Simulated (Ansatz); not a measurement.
The system is CoO.

```
CELL_PARAMETERS angstrom
2.57053 0.00000 0.00000
0.00000 2.57053 0.00000
0.00000 0.00000 2.57053
ATOMIC_POSITIONS crystal
Co 0.00000 0.00000 0.00000
O 0.50000 0.50000 0.50000
```

Measurements of this composition are mostly on another form, of space group No. 225.

- Program: Ansatz 0.2.0
- Task: relaxation of cell and atoms
- Functional: PBEsol0
- Potentials or basis: Ansatz PAW
- Cutoff: 420 eV (not typed: the program's choice for these potentials)
- k mesh: 5 × 5 × 5
- Occupations: fermi-dirac, width 0.05 eV
- Spin: collinear spin, ferromagnetic start
- Starting moments: [2.0, 0.0] μB

At the start: volume 8.49 Å³/atom.

Task: How do energy, volume and symmetry change on relaxing?

Result: It ends after 7 steps and the volume is 8.68 Å³/atom (+2.2 %); space group Pm-3m (No. 221, to 0.05 Å); moment 3.00 μB per cell.

The path:
```csv
step,energy change (eV),largest force (eV/Å),volume (Å³)
1,0.0000,0.0000,16.99
2,-0.0035,0.0000,17.18
3,-0.0038,0.0000,17.34
4,-0.0038,0.0000,17.34
5,-0.0053,0.0000,17.34
6,-0.0053,0.0000,17.35
7,-0.0053,0.0000,17.35
```

Final structure:
```
CELL_PARAMETERS angstrom
2.58892 0.00000 0.00000
0.00000 2.58892 0.00000
0.00000 0.00000 2.58892
ATOMIC_POSITIONS crystal
Co 0.00000 0.00000 0.00000
O 0.50000 0.50000 0.50000
```

Caveat: the k mesh is coarse (spacing up to 0.49 Å⁻¹), so the values aren't converged, least of all with exact exchange; the magnetic or orbital state may not be the lowest; the plane-wave basis is chosen anew once the cell has moved, so the energies of steps on either side of that aren't comparable; the pressure holds a Pulay correction of +0.9 GPa for the finite cutoff; a cell with one magnetic atom can't hold antiferromagnetic order, which such compounds often take; the PAW data sets come from PBE, with cores solved anew for the run's functional, which leaves a small shift of forces and pressure.
